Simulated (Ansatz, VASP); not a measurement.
## TiO2: VASP beside Ansatz

```
Ti O
1.0
     1.49733    0.86448    6.98154
    -1.49733    0.86448    6.98154
     0.00000   -1.72897    6.98154
Ti O
1 2
Direct
  0.00000 0.00000 0.00000
  0.62047 0.62047 0.62047
  0.37953 0.37953 0.37953
```

Alike in both runs: task single point; functional PBEsol; dispersion D3(BJ); k mesh 3 × 3 × 3; occupations gaussian, width 0.1 eV; no spin polarisation; Hubbard terms Ti d U = 6.1 eV.

|  | VASP | Ansatz |
| --- | --- | --- |
| version | VASP 6.6.1 | Ansatz 0.2.0 |
| potentials or method | VASP PAW PBE potentials, release 64 (Ti_sv, O) | scalar-relativistic, plane waves, PAW |
| plane-wave cutoff (eV) | 520 | 420 |
| valence electrons in the cell | 24 | 24 |

```csv
,VASP,Ansatz,Ansatz less VASP
gap on the k mesh at the Fermi level (eV),3.83,3.75,-0.079
least direct gap on the mesh (eV),3.87,3.79,-0.085
pressure (GPa),2.2,-1.2,-3.40
largest component of the traceless stress (GPa),2.31,1.83,-0.479
rms of the force components (eV/Å),0.071,0.182,+0.1119
```

The programs project onto different local orbitals, so the same U acts differently. Atom by atom the forces differ by 0.253 eV/Å (rms over components).

Caveats: the k mesh is coarse (spacing up to 0.81 Å⁻¹), so the values aren't converged; the PAW data sets were made with another functional, which shifts forces and pressure a little (VASP); an odd mesh through Γ misses points on the zone boundary, where band edges often lie.
